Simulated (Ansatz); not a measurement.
In doubt: masses and optical values from hybrid runs of this build are listed as unsure, which bears on the screening that GW takes from such a start.

Rows from a G0W0 calculation on GaAs (F-43m) (Ansatz 0.2.0; G0W0 on HSE06, plane waves, PAW; 6×6×6 mesh, 102 empty bands, screening to 100 eV), in eV. Spin-orbit coupling is left out.

| row | Σx | Σc | Vxc | Z |
| --- | --- | --- | --- | --- |
| A | -16.76 | 1.08 | -15.53 | 0.79 |
| B | -11.38 | -3.61 | -15.22 | 0.80 |
| C | -7.60 | -4.04 | -11.61 | 0.79 |

Which rows are filled states and which are empty ones, and how can one tell?

Filled: A. Empty: B and C. The sign of Σc tells: for a filled state bare exchange, which holds its interaction with itself, lies below Vxc (Σx − Vxc is -1.2 eV or lower here) and screening gives part back as a positive Σc. For an empty state Σx lies above Vxc (+3.8 eV or more) and the Coulomb hole leaves Σc negative.

[Runs of the session that timed out or met a known fault of the program may be left out.]

[Cells called generated may have been cut or substituted from an entry of the Crystallography Open Database or the Materials Project.]

[Hosts, paths, dates, database ids (printed as entryN), source tags and the programs' standing remarks are cut or masked in the printed files.]
